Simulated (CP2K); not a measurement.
# CaF2 (Fluorite) under changes of volume

One of the cells (13.579 Å³/atom); the others are scaled copies at fixed shape and fractional positions:

```xyz
3
Lattice="3.8622 0.0000 0.0000 1.9311 3.3448 0.0000 1.9311 1.1149 3.1535" Properties=species:S:1:pos:R:3 pbc="T T T"
Ca    0.0000    0.0000    0.0000
F     5.7933    3.3448    2.3651
F     1.9311    1.1149    0.7884
```

```yaml
Program: CP2K 2026.2
Functional: LDA
Potentials_or_basis: GTH_POTENTIALS Ca GTH-PADE-q10, F GTH-PADE-q7; TZVP-MOLOPT-PBE-GTH basis
Density_cutoff: 10204 eV
k_mesh: 8 × 8 × 8
Occupations: fermi-dirac, width 0.05 eV
Spin: no spin polarisation
```

```csv
volume (Å³/atom),energy over the lowest point (meV/atom),pressure (GPa),gap on the mesh (eV)
12.764,0.00,-0.2,7.27
13.036,2.06,-2.2,7.14
13.308,7.25,-3.9,7.01
13.579,15.21,-5.5,6.89
13.851,?,?,?
14.122,38.41,-8.0,6.67
14.394,52.98,-9.1,6.56
```

Q: What does the run at 13.851 Å³/atom give?

A: Energy over the lowest point 25.78 meV/atom; pressure -6.8 GPa; gap on the mesh 6.78 eV.

Worked out: A Birch-Murnaghan fit of order 3 (a polynomial in V^(-2/3)) to the other rows has its minimum at 12.74 Å³/atom, just outside them, with B0 = V·E''(V) = 101 GPa and B' = 4.8. It gives 25.74 meV/atom at 13.851 Å³/atom, against the run's 25.78, and -dE/dV = -6.9 GPa, against -6.8. A straight line through the other rows of the gap, of slope -5.89 eV per unit of ln V, gives 6.78 eV, against the run's 6.78.

Energies are extrapolated to zero smearing.

Caveats: the basis of atomic orbitals isn't converged, which shifts pressures, moduli and gaps.

A mesh can miss the band edges.
